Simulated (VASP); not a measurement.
A run of VASP 6.6.1 is set up as follows.

Contents of INCAR:

```
PREC = Accurate
ENCUT = 520
EDIFF = 1E-6
ISMEAR = 0
SIGMA = 0.05
LREAL = F
LASPH = T
NELM = 100
ALGO = Fast
ISIF = 2
LWAVE = F
LCHARG = F
GGA = PE
NBANDS = 28
```

Contents of KPOINTS:

```
regular mesh
0
Gamma
  1 1 4
```

The input POSCAR:

```
Li2S
1.0
   11.3000000000      0.0000000000      0.0000000000
    0.0000000000     11.3000000000      0.0000000000
    0.0000000000      0.0000000000      9.8824443926
Li S
6 3
Direct
    0.6030670125      0.5892586511      0.5833333333
    0.3969329875      0.5892586511      0.9166666667
    0.5000000000      0.4107413489      0.7500000000
    0.6030670125      0.5892586511      0.0833333333
    0.5000000000      0.4107413489      0.2500000000
    0.3969329875      0.5892586511      0.4166666667
    0.3969329875      0.5892586511      0.6666666667
    0.6030670125      0.5892586511      0.3333333333
    0.5000000000      0.4107413489      0.0000000000
```

Potentials or basis: VASP PAW PBE potentials, release 64 (Li_sv, S).

The run is started by

```bash
$ cat potpaw_PBE.64/Li_sv/POTCAR potpaw_PBE.64/S/POTCAR > POTCAR
$ mpirun -np 1 vasp_std > vasp.out
```

(1) What does it give for the band gap on the k mesh?

(2) Estimate the largest force.

## Answers

(1) 2.06 eV, direct.

(2) 1.083 eV/Å.
